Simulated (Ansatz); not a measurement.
# ZrO2: relaxing cell and atoms at 20 GPa

The start is ZrO2, a database entry, slightly rescaled. Where does it settle when we relax cell and atoms at 20 GPa, and what is it like there?

Method: DFT, r2SCAN, no spin polarisation, plane waves, PAW, in Ansatz 0.2.0.

### 1 Geometry

Symmetry: Fm-3m, No. 225, cubic system. Conventional cell: a = 5.129 Å, b = 5.129 Å, c = 5.129 Å, α = 90.00°, β = 90.00°, γ = 90.00°. Zr (site symmetry m-3m) is surrounded by 8 O at 2.22 Å. Around O (site symmetry -43m) lie 4 Zr at 2.22 Å.

Structure file:

```cif
data_structure
_symmetry_space_group_name_H-M 'P 1'
_symmetry_Int_Tables_number 1
_cell_length_a 3.6265
_cell_length_b 3.6265
_cell_length_c 3.6265
_cell_angle_alpha 60.000
_cell_angle_beta 60.000
_cell_angle_gamma 60.000
_cell_volume 33.72
loop_
_atom_site_label
_atom_site_type_symbol
_atom_site_fract_x
_atom_site_fract_y
_atom_site_fract_z
_atom_site_occupancy
Zr1 Zr 0.00000 0.00000 0.00000 1
O1 O 0.25000 0.25000 0.25000 1
O2 O 0.75000 0.75000 0.75000 1
```

It starts from an earlier solution of the starting cell (checkpoint.read).

### 2 The walk to rest

Contents of input.yaml:

```yaml
crystal:
  lattice:
    - [0.0, 2.56432011, 2.56432011]
    - [2.56432011, 0.0, 2.56432011]
    - [2.56432011, 2.56432011, 0.0]
  atoms:
    - { symbol: Zr, position: [0.0, 0.0, 0.0] }
    - { symbol: O, position: [0.25, 0.25, 0.25] }
    - { symbol: O, position: [0.75, 0.75, 0.75] }
  symmetry: { tolerance: 0.0003 }
kpoints:
  mp_grid: { grid: [9, 9, 9], shift: [0, 0, 0] }
magnetization:
  spin_polarized: false
scf:
  occupations: { method: fermi_dirac, width: 0.0279 }
  lower_state_search: "off"
hamiltonian:
  pseudopotentials: { kind: paw }
  xc: r2scan
basis:
  ecutwfc: 500
  fft_grid_basis: typed
relax:
  max_steps: 60
  cell: { p_target: 20.0 }
  f_tol: 0.03
output:
  forces: true
  stress: true
  eigenvalues: true
  bader: true
  populations: true
  elf: true
  write_potential: true
  volumetric_format: npy
  dos:
    e_range: [-12, 8]
    de: 0.05
    projected: { site_lists: { O: [O], Zr: [Zr] } }
checkpoint:
  read: saved_state
```

Launch:

```console
$ ansatz run input.yaml --threads 2 --pin off --max-ram 3584MiB --backend cpu --events-out ev --progress --plain --runs-dir out
```

Log (excerpt; [...] marks lines left out):

```text
Warning: RAYON_NUM_THREADS=2 ignored (pool sized by the plan → 2); use --threads N
[...]
Pseudopotentials: kind: paw
Pseudopotential: Zr, paw, valence charge 12, recommended cutoff 500 eV (meta_gga), Zr.paw.azcp
Pseudopotential: O, paw, valence charge 6, recommended cutoff 500 eV (meta_gga), O.paw.azcp
Functional definition: r2SCAN
[...]
Crystal: 3 atoms, lattice volume = 33.725 Å³
Basis set: ecut = 500 eV, 869 PW (Γ), exchange–correlation on 108×108×108 points (64 copies of the dense FFT grid, shifted against one another)
Bands: 16, of which v1, the nominal top of the filled ones, is band 12 counted from 1 (11 counted from 0)
Symmetry: 48 space group operations
Space group: Fm-3m (ITA 225), of the structure as read, at distance tolerance 9.7e-4 Å
k-points: 35 of 729
[...]
SCF iter   1: F=-5338.045439 eV  HF=-5338.045633 eV  |F-HF|=1.94e-4  |Δ(HF+E_count)|=         —  Δρ=9.51e-4  dr2=1.37e-4  dr2_τ=4.97e-4  ethr=7.90e-7  ⟨swp⟩=3.0  Hψ=4553  notcnv=0
[...]
relax step   1: F+E_penalty+E_count = -5338.04553278 eV  Δ(F+E_penalty+E_count) = +0.000e0 eV  max|allowed force component| = 4.240e-18 eV/Å  Δτ_max = 0.0000 Å  P = -5.656 GPa  Ω = 33.725 Å³  (4 SCF iters, dr2 threshold 1.00e-7 eV, accepted)
[...]
relax step   3: F+E_penalty+E_count = -5337.95593812 eV  Δ(F+E_penalty+E_count) = -2.419e-1 eV  max|allowed force component| = 1.985e-17 eV/Å  Δτ_max = 0.0000 Å  P = +18.073 GPa  Ω = 30.973 Å³  energy of the carried Pulay correction = +2.385e-3 eV  (7 SCF iters, dr2 threshold 3.00e-7 eV, accepted)
[...]
relax step   4: F+E_penalty+E_count = -5337.93619073 eV  Δ(F+E_penalty+E_count) = +1.975e-2 eV  max|allowed force component| = 2.062e-17 eV/Å  Δτ_max = 0.0000 Å  P = +19.883 GPa  Ω = 30.805 Å³  energy of the carried Pulay correction = +2.537e-3 eV  (5 SCF iters, dr2 threshold 3.00e-7 eV, accepted)
[...]
SCF iter   2: F=-5337.934856 eV  HF=-5337.934857 eV  |F-HF|=6.36e-8  |Δ(HF+E_count)|=   2.73e-6  Δρ=2.45e-5  dr2=1.24e-7  dr2_τ=4.85e-8  ethr=4.52e-9  ⟨swp⟩=2.2  Hψ=864  notcnv=0
```

### 3 More of the same log

Output, continued:

```text
SCF iter   3: F=-5337.934857 eV  HF=-5337.934857 eV  |F-HF|=6.47e-9  |Δ(HF+E_count)|=   6.64e-9  Δρ=1.11e-5  dr2=2.93e-8  dr2_τ=5.25e-9  ethr=1.43e-10  ⟨swp⟩=8.6  Hψ=3271  notcnv=0
SCF 5 converged in 3 iterations: F = -5337.934857 eV  dr2 = 2.93e-8
relax step   5: F+E_penalty+E_count = -5337.93485651 eV  Δ(F+E_penalty+E_count) = +1.334e-3 eV  max|allowed force component| = 1.927e-17 eV/Å  Δτ_max = 0.0000 Å  P = +20.001 GPa  Ω = 30.795 Å³  energy of the carried Pulay correction = +2.547e-3 eV  (3 SCF iters, dr2 threshold 3.42e-8 eV, accepted)
Initial wavefunctions: pseudopotential atomic-orbital guess (no wavefunctions were taken with the density)
iter 1 solved again at ethr=6.35e-8 eV; its pass at ethr=3.10e-3 eV (dr2=1.52e-5 eV) is discarded
SCF iter   1: F=-5337.931788 eV  HF=-5337.931777 eV  |F-HF|=1.10e-5  |Δ(HF+E_count)|=         —  Δρ=4.09e-4  dr2=4.98e-6  dr2_τ=3.50e-5  ethr=6.35e-8  ⟨swp⟩=3.5  Hψ=4686  notcnv=0
preconditioner: auto → none  [insulator: Δε(μ)=4.150 eV  Ē_g=18.718 eV  σ=0.028 eV  W_gap=1.00  n_scr=14 (ndim 8)  ℏωp=31.4 eV  f_vac=0.020  D(μ)=0.00/eV (n_scr^D=0)  ε∞_Penn≈3.8]
SCF iter   2: F=-5337.931787 eV  HF=-5337.931785 eV  |F-HF|=2.11e-6  |Δ(HF+E_count)|=   8.77e-6  Δρ=2.05e-4  dr2=1.42e-6  dr2_τ=1.86e-6  ethr=2.08e-8  ⟨swp⟩=2.5  Hψ=1121  notcnv=0
SCF iter   3: F=-5337.931787 eV  HF=-5337.931789 eV  |F-HF|=1.33e-6  |Δ(HF+E_count)|=   3.27e-6  Δρ=8.00e-5  dr2=1.58e-6  dr2_τ=2.30e-7  ethr=5.91e-9  ⟨swp⟩=2.0  Hψ=840  notcnv=0
SCF iter   4: F=-5337.931788 eV  HF=-5337.931788 eV  |F-HF|=8.09e-9  |Δ(HF+E_count)|=   3.96e-7  Δρ=9.70e-6  dr2=2.04e-8  dr2_τ=3.41e-9  ethr=5.91e-9  ⟨swp⟩=2.0  Hψ=778  notcnv=0
SCF iter   5: F=-5337.931788 eV  HF=-5337.931788 eV  |F-HF|=1.75e-9  |Δ(HF+E_count)|=   5.23e-9  Δρ=3.41e-6  dr2=2.27e-9  dr2_τ=4.96e-10  ethr=8.48e-11  ⟨swp⟩=2.0  Hψ=945  notcnv=0
SCF iter   6: F=-5337.931788 eV  HF=-5337.931788 eV  |F-HF|=2.55e-11  |Δ(HF+E_count)|=  4.20e-10  Δρ=6.07e-7  dr2=4.50e-11  dr2_τ=1.24e-11  ethr=9.44e-12  ⟨swp⟩=2.2  Hψ=790  notcnv=0
SCF iter   7: F=-5337.931788 eV  HF=-5337.931788 eV  |F-HF|=1.82e-12  |Δ(HF+E_count)|=    0.00e0  Δρ=1.08e-7  dr2=2.19e-12  dr2_τ=2.43e-13  ethr=1.00e-12  ⟨swp⟩=6.0  Hψ=2512  notcnv=0
SCF 6 converged in 7 iterations: F = -5337.931788 eV  dr2 = 2.19e-12
relax step   6: F+E_penalty+E_count = -5337.93178822 eV  Δ(F+E_penalty+E_count) = +3.068e-3 eV  max|allowed force component| = 1.831e-17 eV/Å  Δτ_max = 0.0000 Å  P = +20.059 GPa  Ω = 30.795 Å³  stress off target by 5.95e-2 GPa  SCF on the basis re-selected at this cell (its energy is not comparable with the rows above)  (7 SCF iters)
basis re-selected at this cell: Δ(F+E_penalty+E_count) = +3.068e-3 eV, ΔP = +0.059 GPa vs the last step (what re-selecting the basis moved, of the pressure what is left beyond the Pulay correction that the steps carried, after the strain that the cell walked since its last selection, with what the two solves' SCF thresholds leave and, on support functions, any second-order correction that the steps lacked; it is no measure of the basis error at this ecutwfc). This SCF's stress stands 5.95e-2 GPa from its target on what of the cell is left free (relax.cell.stress_tol is 5.00e-2 GPa) and its largest allowed force component is 1.83e-17 eV/Å (relax.f_tol is 3.00e-2 eV/Å): not within both, so this SCF does not close the relaxation
Crystal: 3 atoms, lattice volume = 30.800 Å³
iter 1 solved again at ethr=1.11e-9 eV; its pass at ethr=3.10e-3 eV (dr2=2.67e-7 eV) is discarded
SCF iter   1: F=-5337.932464 eV  HF=-5337.932464 eV  |F-HF|=5.79e-7  |Δ(HF+E_count)|=         —  Δρ=2.78e-5  dr2=2.02e-7  dr2_τ=8.13e-7  ethr=1.11e-9  ⟨swp⟩=2.3  Hψ=3602  notcnv=0
preconditioner: auto → none  [insulator: Δε(μ)=4.150 eV  Ē_g=18.716 eV  σ=0.028 eV  W_gap=1.00  n_scr=14 (ndim 8)  ℏωp=31.4 eV  f_vac=0.020  D(μ)=0.00/eV (n_scr^D=0)  ε∞_Penn≈3.8]
SCF iter   2: F=-5337.932464 eV  HF=-5337.932464 eV  |F-HF|=9.30e-9  |Δ(HF+E_count)|=   6.64e-7  Δρ=8.79e-6  dr2=1.92e-8  dr2_τ=6.91e-9  ethr=8.41e-10  ⟨swp⟩=2.7  Hψ=952  notcnv=0
SCF iter   3: F=-5337.932464 eV  HF=-5337.932464 eV  |F-HF|=2.07e-9  |Δ(HF+E_count)|=   1.28e-9  Δρ=4.36e-6  dr2=5.17e-9  dr2_τ=9.76e-10  ethr=3.69e-11  ⟨swp⟩=7.7  Hψ=3123  notcnv=0
SCF 7 converged in 3 iterations: F = -5337.932464 eV  dr2 = 5.17e-9
relax step   7: F+E_penalty+E_count = -5337.93246434 eV  Δ(F+E_penalty+E_count) = -6.761e-4 eV  max|allowed force component| = 1.542e-17 eV/Å  Δτ_max = 0.0000 Å  P = +20.000 GPa  Ω = 30.800 Å³  energy of the carried Pulay correction = -5.301e-6 eV  (3 SCF iters, dr2 threshold 8.85e-9 eV, accepted)
iter 1 solved again at ethr=3.15e-8 eV; its pass at ethr=3.10e-3 eV (dr2=7.56e-6 eV) is discarded
SCF iter   1: F=-5337.932465 eV  HF=-5337.932465 eV  |F-HF|=2.01e-9  |Δ(HF+E_count)|=         —  Δρ=4.43e-6  dr2=5.04e-9  dr2_τ=9.23e-10  ethr=3.15e-8  ⟨swp⟩=3.8  Hψ=4735  notcnv=0
SCF iter   2: F=-5337.932464 eV  HF=-5337.932464 eV  |F-HF|=4.55e-10  |Δ(HF+E_count)|=   6.09e-7  Δρ=2.67e-6  dr2=1.10e-9  dr2_τ=3.81e-10  ethr=2.10e-11  ⟨swp⟩=2.8  Hψ=1084  notcnv=0
SCF iter   3: F=-5337.932464 eV  HF=-5337.932464 eV  |F-HF|=1.64e-11  |Δ(HF+E_count)|=  3.55e-11  Δρ=1.09e-6  dr2=2.37e-10  dr2_τ=4.66e-11  ethr=4.58e-12  ⟨swp⟩=2.0  Hψ=796  notcnv=0
SCF iter   4: F=-5337.932464 eV  HF=-5337.932464 eV  |F-HF|=7.28e-12  |Δ(HF+E_count)|=  5.37e-11  Δρ=4.38e-7  dr2=3.26e-11  dr2_τ=4.26e-12  ethr=1.00e-12  ⟨swp⟩=2.0  Hψ=786  notcnv=0
SCF iter   5: F=-5337.932464 eV  HF=-5337.932464 eV  |F-HF|=1.82e-12  |Δ(HF+E_count)|=  9.09e-12  Δρ=1.18e-7  dr2=1.70e-12  dr2_τ=2.57e-13  ethr=1.00e-12  ⟨swp⟩=5.6  Hψ=2329  notcnv=0
SCF 8 converged in 5 iterations: F = -5337.932464 eV  dr2 = 1.70e-12
relax step   8: F+E_penalty+E_count = -5337.93246434 eV  Δ(F+E_penalty+E_count) = -1.781e-9 eV  max|allowed force component| = 2.178e-17 eV/Å  Δτ_max = 0.0000 Å  P = +20.000 GPa  Ω = 30.800 Å³  stress off target by 2.75e-5 GPa  SCF on the basis re-selected at this cell (its energy is not comparable with the rows above)  (5 SCF iters)
basis re-selected at this cell: Δ(F+E_penalty+E_count) = -1.781e-9 eV, ΔP = -0.000 GPa vs the last step (what re-selecting the basis moved, of the pressure what is left beyond the Pulay correction that the steps carried, after the strain that the cell walked since its last selection, with what the two solves' SCF thresholds leave and, on support functions, any second-order correction that the steps lacked; it is no measure of the basis error at this ecutwfc). This SCF's stress stands 2.75e-5 GPa from its target on what of the cell is left free (relax.cell.stress_tol is 5.00e-2 GPa) and its largest allowed force component is 2.18e-17 eV/Å (relax.f_tol is 3.00e-2 eV/Å): within both
SCF converged after 5 iterations
Free energy (F): -5337.932464 eV
Harris-Foulkes:  -5337.932464 eV  (|F-HF|=1.82e-12)
Internal energy: -5337.932464 eV  (E = F + TS)
E sigma→0 (E₀):  -5337.932464 eV
Fermi energy:    15.016606 eV
--- Per-component energies (eV) ---
  E_band       = -53.531575
  E_kinetic    = 696.229472
  E_local      = -1087.633477  (includes V_loc(G=0)·N_el)
  E_nonlocal   = 169.602735
  E_hartree    = 362.413695
  E_xc         = -307.447095
  E_vxc        = -428.817476  (∫ρ·V_xc dr)
  E_paw        = -3290.210614  (= ΣΔE_a)
  E_vpaw       = -153.539329  (= ΣTr[D̂ρ^β])
  E_aug_tail   = 0.002148  (compensation charges beyond the density's cutoff)
  E_vtau       = 25.796932  (kinetic-family band-sum trace: ∫τ·v_τ [+ j·A + Jᵃ·Aᵃ] dr)
  E_ewald      = -1880.660704
  E_core_change = -0.228623  (= ΣΔE_core)
  E_smearing   = -0.000000  (= −TS)
  E_closure    = -0.000000  (closes the sum)
  Σ components = -5337.932464   (vs F -5337.932464, Δ=0.00e0)
--- Forces (eV/Å), atoms counted from 1 ---
  atom   1  Zr    -0.00000000     0.00000000     0.00000000
  atom   2  O      0.00000000     0.00000000     0.00000000
  atom   3  O     -0.00000000    -0.00000000    -0.00000000
  max |Σ_I F_I| component: 4.05e-18 eV/Å
--- Stress (GPa, compression-positive) ---
       19.999973       0.000000       0.000000
        0.000000      19.999973       0.000000
        0.000000       0.000000      19.999973
  P = ⅓ Tr σ = 20.0000 GPa (200.000 kbar)
--- Band table (eV; the first three rows and the last of 35) ---
  k-point 0: bands = ["-36.2666", "-13.3625", "-13.3625", "-13.3625", "-6.5493", "-3.7759", "7.2435", "7.2435", "7.2435", "12.4009", "12.4009", "12.4009", "17.0667", "17.0667", "20.6888", "23.8239"]
  k-point 1: bands = ["-36.2585", "-13.4983", "-13.3738", "-13.3738", "-6.3267", "-3.9205", "7.3770", "7.3770", "7.6259", "12.1038", "12.1657", "12.1657", "17.3210", "17.3210", "21.0668", "23.3169"]
  k-point 2: bands = ["-36.2377", "-13.8129", "-13.4022", "-13.4022", "-5.8374", "-4.1890", "7.7196", "7.7196", "8.5663", "11.4586", "11.7053", "11.7053", "17.7569", "17.7569", "21.0225", "23.1556"]
  k-point 34: bands = ["-36.1743", "-14.1200", "-13.9585", "-13.5902", "-4.6239", "-4.4583", "7.7738", "8.2300", "10.1331", "10.5882", "11.6364", "12.5863", "18.1321", "18.4296", "20.4331", "20.6265"]
--- Relaxed structure (6 steps of the walk, 6 accepted, 2 SCFs on fresh bases) ---
  F+E_penalty+E_count = -5337.93246434 eV   max|allowed force component| = 2.178e-17 eV/Å   (the final SCF, on the basis selected at the relaxed cell)
  cell:  # Å, volume = 30.8001 Å³
    - [4.5860337307950535e-33, 2.487944539212548, 2.487944539212548]
    - [2.487944539212548, 3.719820758764828e-33, 2.487944539212548]
    - [2.487944539212548, 2.487944539212548, 3.923436465329604e-33]
  atoms:
    - { symbol: Zr, position: [2.01635986255981e-33, -2.337894547932393e-33, -6.952968555983286e-34] }
    - { symbol: O, position: [0.24999999999999997, 0.24999999999999997, 0.24999999999999997] }
    - { symbol: O, position: [0.75, 0.75, 0.75] }
--- Löwdin populations: 3 sites ---
  site symbol       q [e]
     0     Zr     10.4744
     1      O      6.7110
     2      O      6.7110
  spilling = 0.004317 (of n_electrons = 24.000000)
--- Bader charges: 3 sites ---
  site symbol  charge [e]  shift [e]
     0     Zr      2.7147     0.0000
     1      O     -1.3573     0.0000
     2      O     -1.3574     0.0000
  estimated error of the sums over rays = 4.4e-4 e
```

Run time: 18 s. Hardware: 2 threads of Arm Neoverse V2, shared host; peak memory 0.41 GiB.

The steps of the relaxation:

| step | energy from step 1 (eV/cell) | largest force component (eV/Å) | pressure (GPa) | volume (Å³) |
| --- | --- | --- | --- | --- |
| 1 | 0.0000 | 0.0000 | -5.66 | 33.72 |
| 2 | 0.3315 | 0.0000 | 35.66 | 29.50 |
| 3 | 0.0896 | 0.0000 | 18.07 | 30.97 |
| 4 | 0.1093 | 0.0000 | 19.88 | 30.81 |
| 5 | 0.1107 | 0.0000 | 20.00 | 30.79 |
| 6 | 0.1137 | 0.0000 | 20.06 | 30.79 |
| 7 | 0.1131 | 0.0000 | 20.00 | 30.80 |
| 8 | 0.1131 | 0.0000 | 20.00 | 30.80 |

Step 1 is the start. Steps 6, 8 repeat the geometry before on a plane-wave basis chosen anew for that cell, so the energy can jump there without any move; the table keeps such jumps.

| input's cell | before | after | change |
| --- | --- | --- | --- |
| a (Å) | 3.626 | 3.518 | -3.0 % |
| b (Å) | 3.626 | 3.518 | -3.0 % |
| c (Å) | 3.626 | 3.518 | -3.0 % |
| volume (Å³/atom) | 11.24 | 10.27 | -8.7 % |

With a target pressure of 20 GPa the walk minimises the enthalpy, not the energy.

### 4 Total and projected density of states

Counts of states in windows (eV from the Fermi level; tetrahedra), total and projected:

| from | to | total | O p | Zr d |
| --- | --- | --- | --- | --- |
| -9.0 | -8.0 | 0.06 | 0.04 | 0.01 |
| -8.0 | -7.0 | 1.68 | 1.15 | 0.46 |
| -7.0 | -6.0 | 2.32 | 1.71 | 0.53 |
| -6.0 | -5.0 | 1.91 | 1.57 | 0.22 |
| -5.0 | -4.0 | 1.68 | 1.41 | 0.17 |
| -4.0 | -3.0 | 2.71 | 2.38 | 0.23 |
| -3.0 | -2.0 | 1.65 | 1.54 | 0.06 |
| -2.0 | -1.0 | 0.00 | 0.00 | 0.00 |
| -1.0 | 0.0 | 0.00 | 0.00 | 0.00 |
| 0.0 | 1.0 | 0.00 | 0.00 | 0.00 |
| 1.0 | 2.0 | 0.00 | 0.00 | 0.00 |
| 2.0 | 3.0 | 2.18 | 0.24 | 1.89 |
| 3.0 | 4.0 | 1.82 | 0.18 | 1.62 |
| 4.0 | 5.0 | 0.00 | 0.00 | 0.00 |

On the mesh the valence top lies at -2.10 eV and the conduction bottom at 2.05 eV on this scale.

### 5 Atomic charges

By element, from the tables in the log (a charge is positive for electrons lost): Löwdin charges also hold the electrons that the projection spills.

| element | atoms | Bader charge (e) | Bader volume (Å³) | Löwdin charge (e) |
| --- | --- | --- | --- | --- |
| Zr | 1 | +2.71 | 9.2 | +1.53 |
| O | 2 | -1.36 | 10.8 | -0.71 |

Löwdin charges rest on a small set of atomic orbitals that misses 0.4 % of the electrons, so they need not add up to the cell's charge and can differ from Bader's even in sign.

### 6 Fields in real space

Maps in the plane spanned by b and c at height 0.000 along a (axes of the input's cell), one cell: b runs left to right (11 points from zero), c bottom to top (11 points), 60° apart. Inside the augmentation spheres the fields are the smooth ones.

Valence density. Values in e/Å³, 11 rows by 11 columns:
```
4.03 4.04 3.46 1.18 0.34 0.30 0.32 0.30 0.34 1.18 3.46
2.74 3.46 2.74 1.18 0.42 0.43 0.60 0.60 0.43 0.42 1.18
0.66 1.18 1.18 0.66 0.34 0.43 0.78 1.01 0.78 0.43 0.34
0.24 0.34 0.42 0.34 0.24 0.30 0.60 1.01 1.01 0.60 0.30
0.22 0.30 0.43 0.43 0.30 0.22 0.32 0.60 0.78 0.60 0.32
0.22 0.32 0.60 0.78 0.60 0.32 0.22 0.30 0.43 0.43 0.30
0.24 0.30 0.60 1.01 1.01 0.60 0.30 0.24 0.34 0.42 0.34
0.66 0.34 0.43 0.78 1.01 0.78 0.43 0.34 0.66 1.18 1.18
2.74 1.18 0.42 0.43 0.60 0.60 0.43 0.42 1.18 2.74 3.46
4.03 3.46 1.18 0.34 0.30 0.32 0.30 0.34 1.18 3.46 4.04
2.53 4.03 2.74 0.66 0.24 0.22 0.22 0.24 0.66 2.74 4.03
```

ELF. Ten even steps from '0' (0.03) to '9' (0.82):
```
55970232079
99971588517
37730599950
00100289982
02552038983
03898302552
02899820010
30599950377
97158851799
59702320795
05930000395
```

Atoms within 0.2 Å of the plane, in fractions of b and c: Zr at (1.00, 1.00).

Scans along the contacts give these minima of the density:

| contact | length (Å) | minimum at (fraction) | density (e/Å³) | ELF |
| --- | --- | --- | --- | --- |
| O2–O3 | 2.488 | 0.50 | 0.224 | 0.08 |

```
fraction  O2–O3
     0.2   3.15
     0.3   1.01
     0.4  0.367
     0.5  0.224
     0.6  0.367
     0.7   1.01
     0.8   3.15
```

(Smooth valence density in e/Å³ at fractions of each contact.)

### 7 Results

```
                            quantity                                                                      value
                               moves                                                                          5
                        largest move                                                                     0.00 Å
space group (0.01 Å), before / after                                                              Fm-3m / Fm-3m
                                cell  a = 3.518 Å, b = 3.518 Å, c = 3.518 Å, α = 60.00°, β = 60.00°, γ = 60.00°
                              volume                                                     10.27 Å³/atom (-8.7 %)
                 pressure at the end                                                                  20.00 GPa
                          gap (mesh)                                                          4.15 eV, indirect
                    least direct gap                                                                    4.67 eV
                       Bader charges                                                        Zr +2.71, O -1.36 e
```

In words: The volume shrank by 8.7 %, and the atoms end where they began within the cell. With 48 symmetry operations imposed, the end may be a saddle point towards distortions that break them. There is a gap of 4.15 eV, with the least direct gap at 4.67 eV; within 0.7 eV of the edges the states project mainly on O p (95 %) below and Zr d (92 %) above. A semilocal functional usually gives too small a gap. At the density minimum between O and O (2.49 Å) the ELF is 0.08 and the density 0.22 e/Å³, a closed-shell (ionic or weak) contact. By Bader's partition Zr gives up most (+2.71 e) and O takes most (-1.36 e).
